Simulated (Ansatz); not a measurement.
**Band structure of WC**

```
W C
1.0
     3.12561    0.00000    0.00000
    -1.56281    2.70686    0.00000
     0.00000    0.00000    5.99352
W C
2 2
Direct
  0.33333 0.66667 0.02236
  0.66667 0.33333 0.52236
  0.33333 0.66667 0.35364
  0.66667 0.33333 0.85364
```

Atom numbers follow the list: W1, W2, C3, C4.

The structure comes from a relaxation in the same program, started in the wurtzite type, and has space group P6_3mc. Whether it is a known phase or the ground state wasn't checked.

No spin–orbit coupling, which matters for the heavy atoms here.

All numbers below come from DFT, PBE, all-electron LAPW, scalar-relativistic in Ansatz 0.2.0.

Numerical set-up: a Γ-centred 12×12×7 k mesh, Fermi–Dirac smearing of 0.05 eV, basis error target 1 meV/atom, no spin polarisation.

Points in fractions of the reciprocal vectors of this cell: Γ (0, 0, 0), M (0.5, 0, 0), K (0.333, 0.333, 0), A (0, 0, 0.5), L (0.5, 0, 0.5), H (0.333, 0.333, 0.5). The path joins them by straight lines in the order Γ–M–K–Γ–A–L–H–A–L; legs that retrace an earlier one aren't tabulated. Energies are in eV from the Fermi level.

**Question.** Is there a gap?

**Answer.** None at this level of theory (metallic, semimetallic, or a small gap that the functional closes).

**Question.** List the levels between -14 and 6.5 eV at the symmetry points.

**Answer.** 
Γ: -13.51, -11.44, -6.26, -6.03, -4.35 (×2), -3.56 (×2), -0.36 (×2), 0.19, 1.32 (×2), 2.40, 4.29 (×2)
M: -11.40, -10.66, -6.51, -6.19, -4.72, -4.41, -3.46, -1.93 (×2), -0.15, 1.62, 2.12, 2.44, 2.76, 3.20, 3.94, 5.65
K: -10.81 (×2), -6.30, -4.59 (×2), -4.41, -3.83 (×2), -1.11, -1.10, 0.22 (×2), 1.92, 4.42 (×2), 5.61, 6.03 (×2)
A: -12.54 (×2), -6.35 (×2), -4.01 (×4), 0.46 (×4), 2.36 (×2), 5.88 (×4)
L: -11.08 (×2), -6.42 (×2), -4.15 (×2), -3.44 (×2), -0.58 (×2), 2.14 (×2), 2.40 (×2), 4.15 (×2), 5.30 (×2)
H: -10.83 (×2), -5.46 (×2), -5.38 (×2), -2.54 (×2), -1.29 (×2), 0.63 (×2), 2.70 (×2), 4.04 (×2)
